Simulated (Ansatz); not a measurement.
A relaxation computed with Ansatz, from input to last step.

```yaml
crystal:
  lattice:
    - [0.0, 3.6621742478, 3.6621742478]
    - [3.6621742478, 0.0, 3.6621742478]
    - [3.6621742478, 3.6621742478, 0.0]
  atoms:
    - { symbol: Rb, position: [0.0, 0.0, 0.0] }
    - { symbol: Br, position: [0.25, 0.25, 0.25] }
    - { symbol: Br, position: [0.75, 0.75, 0.75] }
basis:
  ecutwfc: 420
kpoints:
  mp_grid: { grid: [4, 4, 4] }
hamiltonian:
  xc: pbe
scf:
  occupations: { method: gaussian, width: 0.1 }
  lower_state_search: "off"
output:
  forces: true
  stress: true
  eigenvalues: true
relax:
  adjacent_minimum: "off"
  f_tol: 0.04
  max_steps: 70
  cell: { stress_tol: 0.4 }
```

```bash
ansatz run input.yaml --threads 1 --pin off --max-ram 2560MiB --backend cpu --events-out ev --progress --plain --runs-dir out
```

Method: Ansatz, DFT PBE, scalar-relativistic, plane waves, PAW.

Of 5 frames 5 are shown, positions in Å and forces in eV/Å; the SCF threshold varies from step to step. Steps run on the plane waves of an earlier cell, with a Pulay correction in the pressure. The basis is chosen afresh for the last frame, the zero of the energies, and at times for earlier ones too; energy and pressure step there, also at an unchanged geometry.

```xyz
3
Lattice="0.0000 3.6622 3.6622 3.6622 0.0000 3.6622 3.6622 3.6622 0.0000" Properties=species:S:1:pos:R:3:forces:R:3 pbc="T T T" step=1 free_energy_over_end_meV_per_atom=148.30 pressure_GPa=5.73
Rb    0.0000    0.0000    0.0000    0.0000    0.0000    0.0000
Br    1.8311    1.8311    1.8311    0.0000    0.0000    0.0000
Br    5.4933    5.4933    5.4933    0.0000    0.0000    0.0000
3
Lattice="0.0000 3.8407 3.8407 3.8407 0.0000 3.8407 3.8407 3.8407 0.0000" Properties=species:S:1:pos:R:3:forces:R:3 pbc="T T T" step=2 free_energy_over_end_meV_per_atom=33.69 pressure_GPa=2.04
Rb    0.0000    0.0000    0.0000    0.0000    0.0000    0.0000
Br    1.9204    1.9204    1.9204    0.0000    0.0000    0.0000
Br    5.7611    5.7611    5.7611    0.0000    0.0000    0.0000
3
Lattice="0.0000 3.9556 3.9556 3.9556 0.0000 3.9556 3.9556 3.9556 0.0000" Properties=species:S:1:pos:R:3:forces:R:3 pbc="T T T" step=3 free_energy_over_end_meV_per_atom=5.64 pressure_GPa=0.65
Rb    0.0000    0.0000    0.0000    0.0000    0.0000    0.0000
Br    1.9778    1.9778    1.9778    0.0000    0.0000    0.0000
Br    5.9334    5.9334    5.9334    0.0000    0.0000    0.0000
3
Lattice="0.0000 4.0399 4.0399 4.0399 0.0000 4.0399 4.0399 4.0399 0.0000" Properties=species:S:1:pos:R:3:forces:R:3 pbc="T T T" step=4 free_energy_over_end_meV_per_atom=1.02 pressure_GPa=-0.06
Rb    0.0000    0.0000    0.0000    0.0000    0.0000    0.0000
Br    2.0199    2.0199    2.0199    0.0000    0.0000    0.0000
Br    6.0598    6.0598    6.0598    0.0000    0.0000    0.0000
3
Lattice="0.0000 4.0399 4.0399 4.0399 0.0000 4.0399 4.0399 4.0399 0.0000" Properties=species:S:1:pos:R:3:forces:R:3 pbc="T T T" step=5 free_energy_over_end_meV_per_atom=0.00 pressure_GPa=0.00
Rb    0.0000    0.0000    0.0000    0.0000    0.0000    0.0000
Br    2.0199    2.0199    2.0199    0.0000    0.0000    0.0000
Br    6.0598    6.0598    6.0598    0.0000    0.0000    0.0000
```

The start puts this composition into another compound's structure type, which needn't suit it. The cell swells from 32.7 to 44.0 Å³ an atom, so the end can be far from any stable crystal. At the end the space group is Fm-3m (tolerance 0.05 Å).

It took 5.6 s on 1 thread of Intel(R) Xeon(R) 6975P-C (Granite Rapids), on a shared host, peak memory 0.37 GiB.

The k mesh is coarse. Spin polarisation was left out, and a magnetic state may lie lower.